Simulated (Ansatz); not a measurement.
Space group P6_3/mmc (No. 194). a = 3.521 Å, b = 3.521 Å, c = 4.238 Å, α = 90.00°, β = 90.00°, γ = 120.00°
```
atom site symmetry x y z
  Mg    2c      -6m2  0.6667  0.3333  0.7500
   O    2d      -6m2  0.6667  0.3333  0.2500
```

Equation of state of this MgO structure (not necessarily the ground state), with shape and atoms relaxed at each volume where symmetry leaves them free. Level of theory: DFT PBE, scalar-relativistic, plane waves, PAW in Ansatz.

Plane waves to 420 eV, a k mesh through Γ of 9×9×6 on the computed 4-atom cell and Gaussian smearing (0.02 eV); no spin polarisation.

```tsv
V (Å³/atom)	E − E(largest V) (meV/atom)	P (GPa)	gap on mesh (eV)
10.008	41.43	20.60	3.94
10.349	4.56	14.20	3.76
10.691	-19.71	8.72	3.59
11.032	-33.16	4.04	3.43
11.373	-37.35	0.01	3.28
11.714	-33.62	-3.45	3.13
12.055	-23.04	-6.41	2.99
12.510	0.00	-9.72	2.82
```

Problem. Fit a third-order Birch–Murnaghan equation to E(V).

Solution. V0 = 11.37 Å³/atom, B0 = 124 GPa, B0' = 4.1.

This form isn't the usual stable structure of the compound.